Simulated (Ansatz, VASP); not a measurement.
**ZnSn2N2 in VASP and in Ansatz**

INCAR

```
SYSTEM = ZnSn2N2
ALGO = Normal ; EDIFF = 1E-7
ENCUT = 520 ; GGA = PE
ISIF = 2 ; ISMEAR = -1
LASPH = .True. ; LCHARG = .False.
LREAL = .False. ; LWAVE = .False.
NBANDS = 33 ; NELM = 100
PREC = Accurate ; SIGMA = 0.05
```

The input KPOINTS:

```
k-points
0
Gamma
  8 8 4
  0 0 0
```

The input POSCAR:

```
ZnSn2N2
1.0
    3.3070187433      0.0000000000      0.0000000000
    0.0000000000      3.3070187433      0.0000000000
    0.0000000000      0.0000000000      7.9552198423
Sn Zn N
2 1 2
Direct
    0.5000000000      0.5000000000      0.3058270000
    0.5000000000      0.5000000000      0.6941730000
    0.0000000000      0.0000000000      0.0000000000
    0.0000000000      0.5000000000      0.8541900000
    0.5000000000      0.0000000000      0.1458100000
```

input.yaml

```yaml
crystal:
  lattice:
    - [3.3070187433, 0.0, 0.0]
    - [0.0, 3.3070187433, 0.0]
    - [0.0, 0.0, 7.9552198423]
  atoms:
    - { symbol: Sn, position: [0.5, 0.5, 0.305827] }
    - { symbol: Sn, position: [0.5, 0.5, 0.694173] }
    - { symbol: Zn, position: [0.0, 0.0, 0.0] }
    - { symbol: "N", position: [0.0, 0.5, 0.85419] }
    - { symbol: "N", position: [0.5, 0.0, 0.14581] }
hamiltonian:
  xc: pbe
  pseudopotentials: { kind: paw }
kpoints:
  mp_grid: { grid: [8, 8, 4] }
scf:
  occupations: { method: fermi_dirac, width: 0.05 }
output:
  forces: true
  stress: true
  eigenvalues: true
  write_density: true
  write_potential: true
  elf: true
  volumetric_format: npy
```

Change from the starting cell: volume scaled by 0.96.

Alike in both runs: task single point; functional PBE; k mesh 8 × 8 × 4; occupations fermi-dirac, width 0.05 eV; no spin polarisation.

|  | VASP | Ansatz |
| --- | --- | --- |
| version | VASP 6.6.1 | Ansatz 0.2.0 |
| potentials or method | VASP PAW PBE potentials, release 64 (Sn_d, Zn, N) | Ansatz PAW |
| plane-wave cutoff (eV) | 520 | 420 |
| valence electrons in the cell | 50 | 50 |

|  | VASP | Ansatz | Ansatz less VASP |
| --- | --- | --- | --- |
| gap on the k mesh at the Fermi level (eV) | none | none | - |
| pressure (GPa) | 3.7 | 3.5 | -0.20 |
| largest component of the traceless stress (GPa) | 0.28 | 0.28 | +0.003 |
| rms of the force components (eV/Å) | 0.192 | 0.191 | -0.0011 |

Atom by atom the forces differ by 0.013 eV/Å (rms over components). A gap of «none» marks a metal or a gap that the smearing closes.

Caveats: the pressure holds a Pulay correction of +0.3 GPa for the finite cutoff (Ansatz).
